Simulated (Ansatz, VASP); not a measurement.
# Two plane-wave programs on PtSe2

```
Pt Se
1.0
     4.02192    0.00000    0.00000
    -2.01096    3.48309    0.00000
     0.00000    0.00000    5.06200
Pt Se
1 2
Direct
  0.00000 0.00000 0.00000
  0.33333 0.66667 0.25000
  0.66667 0.33333 0.75000
```

Change from the starting cell: strain +0.080 along x and y, +0.000 along z, atoms carried along.

Alike in both runs: task single point; functional PBE; k mesh 12 × 12 × 10; occupations gaussian, width 0.15 eV; no spin polarisation.

```csv
,VASP,Ansatz
version,VASP 6.6.1,Ansatz 0.2.0
potentials or method,"VASP PAW PBE potentials, release 64 (Pt, Se)","scalar-relativistic, plane waves, PAW"
plane-wave cutoff (eV),520,420
valence electrons in the cell,22,50
```

|  | VASP | Ansatz | Ansatz less VASP |
| --- | --- | --- | --- |
| gap on the k mesh at the Fermi level (eV) | none | none | - |
| pressure (GPa) | -9.8 | -9.8 | +0.06 |
| largest component of the traceless stress (GPa) | 4.92 | 4.92 | +0.001 |
| rms of the force components (eV/Å) | 0.348 | 0.348 | -0.0001 |

Atom by atom the forces differ by 0.000 eV/Å (rms over components). A gap of «none» marks a metal or a gap that the smearing closes. The two sets of potentials don't hold the same shells in valence.

The runs have no spin-orbit coupling, so splittings on Pt are missing.
